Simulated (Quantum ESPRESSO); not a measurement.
Write an ASE script for Quantum ESPRESSO 7.5 that does the following.

```
Task                   : relaxation of cell and atoms
Functional             : BP86
Dispersion             : D4
Potentials or basis    : PseudoDojo 0.4.1 SR PBE standard
Cutoff                 : 1143 eV
Density cutoff         : 4572 eV
k mesh                 : 6 × 6 × 6
Occupations            : fermi-dirac, width 0.05 eV
Spin                   : no spin polarisation
ASE optimiser          : FIRE
Dispersion computed by : dftd4 4.3.1 through ASE
Mixing beta            : 0.5
Most SCF iterations    : 120
SCF threshold          : 2e-09 Ry
```

The structure of Al2O3 (Corundum) lies in POSCAR:

```
Al2O3
1.0
    2.3802500000      1.3742379782      4.3318666667
   -2.3802500000      1.3742379782      4.3318666667
    0.0000000000     -2.7484759565      4.3318666667
Al O
4 6
Direct
    0.8521600000      0.8521600000      0.8521600000
    0.6478400000      0.6478400000      0.6478400000
    0.1478400000      0.1478400000      0.1478400000
    0.3521600000      0.3521600000      0.3521600000
    0.0566800000      0.7500000000      0.4433200000
    0.7500000000      0.4433200000      0.0566800000
    0.4433200000      0.0566800000      0.7500000000
    0.9433200000      0.2500000000      0.5566800000
    0.2500000000      0.5566800000      0.9433200000
    0.5566800000      0.9433200000      0.2500000000
```

These files were run (other wordings do the same):

run.py

```python
import numpy as np
from ase.calculators.espresso import Espresso, EspressoProfile
from ase.io import read

atoms = read('POSCAR')

input_data = {
    'control': {'calculation': 'scf', 'prefix': 'pwscf', 'outdir': './tmp', 'tprnfor': True, 'tstress': True, 'disk_io': 'low'},
    'system': {'ecutwfc': 84.0, 'nbnd': 33, 'input_dft': 'bp', 'occupations': 'smearing', 'smearing': 'fd', 'degauss': 0.00367493},
    'electrons': {'conv_thr': 2e-09, 'electron_maxstep': 120, 'mixing_beta': 0.5},
}
pseudopotentials = {'O': 'O.upf', 'Al': 'Al.upf'}
profile = EspressoProfile(command='pw.x', pseudo_dir='pseudo')
dft = Espresso(profile=profile, input_data=input_data, pseudopotentials=pseudopotentials, kpts=(6, 6, 6), koffset=(0, 0, 0))
from ase.calculators.mixing import SumCalculator
from dftd4.ase import DFTD4
d4 = DFTD4(method='bp86')
atoms.calc = SumCalculator([dft, d4])

from ase.optimize import FIRE
from ase.filters import FrechetCellFilter
done = FIRE(FrechetCellFilter(atoms), trajectory='opt.traj').run(fmax=0.02, steps=30)
print('converged', done)
print('cell (A)', np.round(atoms.cell.cellpar(), 5))
print(f'energy {atoms.get_potential_energy():.8f} eV')
print('forces (eV/A)')
print(np.round(atoms.get_forces(), 6))
print('stress (eV/A^3, Voigt)')
print(np.round(atoms.get_stress(), 8))
print(f'Fermi level {dft.get_fermi_level():.4f} eV')
print(f'D4 part {d4.get_potential_energy(atoms):.8f} eV')
atoms.write('final.traj')
```

Potentials or basis: PseudoDojo 0.4.1 SR PBE standard.

Run with:

```console
$ OMP_NUM_THREADS=1 python run.py
```

It gave:

```json
{"Relaxed volume": "8.46 Å³/atom", "Relaxed cell": "a = 5.121 Å, b = 5.121 Å, c = 5.121 Å, α = 55.31°, β = 55.31°, γ = 55.31°", "Space group after relaxing (to 0.05 Å)": "R-3c (No. 167)", "Energy gained by relaxing": "0.2 meV/atom", "Ionic steps": "8", "Pressure after relaxing": "-0.1 GPa", "Largest force after relaxing": "0.009 eV/Å", "Band gap on the k mesh": "6.41 eV, direct", "Dispersion energy per atom": "-0.436 eV"}
```

Caveat: the potentials were made for another functional, which shifts forces and pressure.

Wall time 21 min on 1 thread of Arm Neoverse V2 (shared host), peak memory 0.24 GiB.
